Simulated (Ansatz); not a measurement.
# PbS (Pm-3m) in Ansatz: a series of runs

Runs on PbS. Level: PBE. Tasks: single point, relaxation of cell and atoms.

Everything below comes from runs of Ansatz 0.2.0. Logs are shortened: lines on timing, memory, paths and dates and some standing lists are left out, and cuts for length are marked.

## Step 1: The structure

Symmetry: Pm-3m, No. 221, cubic system. Conventional cell: a = 3.654 Å, b = 3.654 Å, c = 3.654 Å, α = 90.00°, β = 90.00°, γ = 90.00°. Pb (site symmetry m-3m) is surrounded by 8 S at 3.16 Å. Around S (site symmetry m-3m) lie 8 Pb at 3.16 Å.

Measurements of this composition are mostly on another form, of space group No. 225.

## Step 2: Single point, PBE

input.yaml reads:

```yaml
crystal:
  lattice:
    - [3.653659, 0.0, 0.0]
    - [0.0, 3.653659, 0.0]
    - [0.0, 0.0, 3.653659]
  atoms:
    - { symbol: Pb, position: [0.0, 0.0, 0.0] }
    - { symbol: S, position: [0.5, 0.5, 0.5] }
hamiltonian:
  xc: pbe
  pseudopotentials: { kind: paw }
kpoints:
  mp_grid: { grid: [7, 7, 7] }
scf:
  occupations: { method: gaussian, width: 0.011 }
output:
  forces: true
  stress: true
  eigenvalues: true
```

Potentials or basis: Ansatz PAW.

Command:

```
ansatz run input.yaml --threads 2 --pin off --max-ram 5632MiB --backend cpu --events-out ev --progress --plain --runs-dir out
```

What it wrote:

```text
Warning: RAYON_NUM_THREADS=2 ignored (pool sized by the plan → 2); use --threads N
Engine: ansatz 0.2.0, x86_64-unknown-linux-gnu
Pseudopotentials: kind: paw
Pseudopotential: Pb, paw, valence charge 14, recommended cutoff 420 eV (normal), Pb.paw.azcp
Pseudopotential: S, paw, valence charge 6, recommended cutoff 420 eV (normal), S.paw.azcp
Functional definition: PBE
  parameter kappa = 0.804
  parameter beta = 0.06672455060314922
  exchange = pbe_x(kappa = kappa, mu = beta*pi^2/3)
  correlation = pbe_c(beta = beta)
Crystal: 2 atoms, lattice volume = 48.774 Å³
Basis set: ecut = 420 eV, 949 PW (Γ), exchange–correlation on 50×50×50 points (8 copies of the dense FFT grid, shifted against one another)
Bands: 14, of which v1, the nominal top of the filled ones, is band 10 counted from 1 (9 counted from 0)
Symmetry: 48 space group operations
Space group: Pm-3m (ITA 221), of the structure as read, at distance tolerance 3.7e-5 Å
k-points: 20 of 343
Non-local potential: Pb, projectors of the file, l = 0: 2, l = 1: 2, l = 2: 2, l = 3: 2
Non-local potential: S, projectors of the file, l = 0: 2, l = 1: 2, l = 2: 2
PAW form: soft (Blöchl's): semilocal exchange-correlation on the pseudo side does not see the compensation charge
PAW one-centre angular grid: Pb, 590 points (default); XC on 64 Gauss nodes
PAW one-centre angular grid: S, 110 points (default); XC on 64 Gauss nodes
Initial density: superposition of atomic densities (neutral atoms: chi_scale 0, normalization atom), corrected by the library's trained network
Initial wavefunctions: pseudopotential atomic-orbital guess
Functional: x = pbe(κ = 0.804, μ = 0.2195149727645171), c = pbe(β = 0.06672455060314922)
SCF iter   1: F=—  HF=-12809.057189 eV  |F-HF|=—  |Δ(HF+E_count)|=         —  Δρ=2.50e-3  dr2=6.29e-3  ethr=1.77e-3  ⟨swp⟩=6.7  Hψ=1715  notcnv=0
preconditioner: auto → none  [insulator: Δε(μ)=0.145 eV  Ē_g=15.555 eV  σ=0.011 eV  W_gap=1.00  n_scr=6 (ndim 8)  ℏωp=23.8 eV  f_vac=0.000  D(μ)=0.00/eV (n_scr^D=0)  ε∞_Penn≈3.3]
SCF iter   2: F=—  HF=-12809.054934 eV  |F-HF|=—  |Δ(HF+E_count)|=   2.26e-3  Δρ=8.64e-4  dr2=7.35e-4  ethr=3.15e-5  ⟨swp⟩=2.4  Hψ=582  notcnv=0
SCF iter   3: F=—  HF=-12809.054807 eV  |F-HF|=—  |Δ(HF+E_count)|=   1.27e-4  Δρ=2.15e-4  dr2=2.19e-5  ethr=3.68e-6  ⟨swp⟩=2.5  Hψ=491  notcnv=0
SCF iter   4: F=—  HF=-12809.054679 eV  |F-HF|=—  |Δ(HF+E_count)|=   1.28e-4  Δρ=7.66e-5  dr2=2.06e-6  ethr=1.10e-7  ⟨swp⟩=2.4  Hψ=472  notcnv=0
SCF iter   5: F=—  HF=-12809.054681 eV  |F-HF|=—  |Δ(HF+E_count)|=   1.85e-6  Δρ=1.41e-5  dr2=1.18e-7  ethr=1.03e-8  ⟨swp⟩=2.4  Hψ=481  notcnv=0
SCF iter   6: F=-12809.054681 eV  HF=-12809.054681 eV  |F-HF|=3.17e-10  |Δ(HF+E_count)|=   1.94e-8  Δρ=1.95e-6  dr2=2.36e-9  ethr=5.00e-10  ⟨swp⟩=4.5  Hψ=972  notcnv=0
SCF 1 converged in 6 iterations: F = -12809.054681 eV  dr2 = 2.36e-9
SCF converged after 6 iterations
Free energy (F): -12809.054681 eV
Harris-Foulkes:  -12809.054681 eV  (|F-HF|=3.17e-10)
Internal energy: -12809.054681 eV  (E = F + TS)
E sigma→0 (E₀):  -12809.054681 eV
Fermi energy:    8.855445 eV
--- Per-component energies (eV) ---
  E_band       = -39.972836
  E_kinetic    = 392.445459
  E_local      = -1136.286034  (includes V_loc(G=0)·N_el)
  E_nonlocal   = 378.545303
  E_hartree    = 440.243631
  E_xc         = -318.121512
  E_vxc        = -219.975055  (∫ρ·V_xc dr)
  E_paw        = -11003.255481  (= ΣΔE_a)
  E_vpaw       = -335.190207  (= ΣTr[D̂ρ^β])
  E_aug_tail   = 0.000047  (compensation charges beyond the density's cutoff)
  E_ewald      = -1562.626095
  E_smearing   = -0.000000  (= −TS)
  E_closure    = 0.000000  (closes the sum)
  Σ components = -12809.054681   (vs F -12809.054681, Δ=0.00e0)
--- Forces (eV/Å), atoms counted from 1 ---
  atom   1  Pb    -0.00000000     0.00000000    -0.00000000
  atom   2  S      0.00000000    -0.00000000     0.00000000
  max |Σ_I F_I| component: 1.18e-30 eV/Å
--- Stress (GPa, compression-positive) ---
        0.267969       0.000000       0.000000
       -0.000000       0.267969       0.000000
       -0.000000       0.000000       0.267969
  P = ⅓ Tr σ = 0.2680 GPa (2.680 kbar)
--- Band table (eV; the first three rows and the last of 20) ---
  k-point 0: bands = ["-8.0099", "-8.0099", "-7.7991", "-7.7991", "-7.7991", "-4.1876", "2.2047", "7.3545", "7.3545", "7.3545", "14.4024", "14.4024", "15.4465", "15.4465"]
  k-point 1: bands = ["-8.0080", "-7.9804", "-7.8101", "-7.8101", "-7.7981", "-4.0153", "1.8502", "7.3284", "7.5212", "7.5212", "13.5992", "14.5533", "14.9565", "14.9565"]
  k-point 2: bands = ["-8.0039", "-7.9145", "-7.8344", "-7.8344", "-7.7957", "-3.5417", "0.9573", "7.5823", "7.9547", "7.9547", "11.6446", "13.8787", "13.8787", "14.9797"]
  k-point 19: bands = ["-7.9224", "-7.9168", "-7.9168", "-7.7612", "-7.7612", "-1.9388", "2.6462", "6.1532", "6.4089", "6.4089", "8.9041", "8.9041", "9.7669", "21.4274"]
```

Wall time 0.35 s (2 threads of Intel Xeon 6975P-C (Granite Rapids), shared host); peak memory 0.36 GiB.

Results:

```
Free energy            : -12809.0547 eV
Pressure               : 0.3 GPa
Band gap on the k mesh : 0.10 eV, indirect (least direct gap 1.43 eV)
```

Caveat: odd divisions of the mesh miss points on the zone boundary, where band edges often lie, so the gap on the mesh can be too wide; spin-orbit coupling is left out, which as a rule narrows the gap of such compounds by several tenths of an eV. A k mesh can miss the band edges.

## Step 3: Relaxation of cell and atoms, PBE

Changes to input.yaml since step 2:

```diff
@@ -14,3 +14,3 @@
 scf:
-  occupations: { method: gaussian, width: 0.011 }
+  occupations: { method: fermi_dirac, width: 0.05 }
 output:
@@ -19 +19,5 @@
   eigenvalues: true
+relax:
+  f_tol: 0.01
+  max_steps: 40
+  cell: { stress_tol: 0.05 }
```

Potentials or basis: Ansatz PAW.

Command:

```
ansatz run input.yaml --threads 2 --pin off --max-ram 5632MiB --backend cpu --events-out ev --progress --plain --runs-dir out
```

It took 0.76 s on 2 threads of Intel Xeon 6975P-C (Granite Rapids), shared host; peak memory 0.37 GiB.

Results (log left out):

```
Free energy               : -12809.0585 eV
Energy gained by relaxing : 0.0 meV/atom
Ionic steps               : 2
Pressure after relaxing   : 0.0 GPa
```

Final structure:
```xyz
2
Lattice="3.6537 0.0000 0.0000 0.0000 3.6537 0.0000 0.0000 0.0000 3.6537" Properties=species:S:1:pos:R:3 pbc="T T T"
Pb    0.0000    0.0000    0.0000
S     1.8268    1.8268    1.8268
```

Levels at points of the mesh, in eV from the Fermi level:
```csv
k point,band 8,band 9,band 10,band 11,band 12,band 13
"(0.00, 0.00, 0.00)",-1.53,-1.53,-1.53,5.53,5.53,6.58
```

Caveat: the plane-wave basis is chosen anew once the cell has moved, so the energies of steps on either side of that aren't comparable.
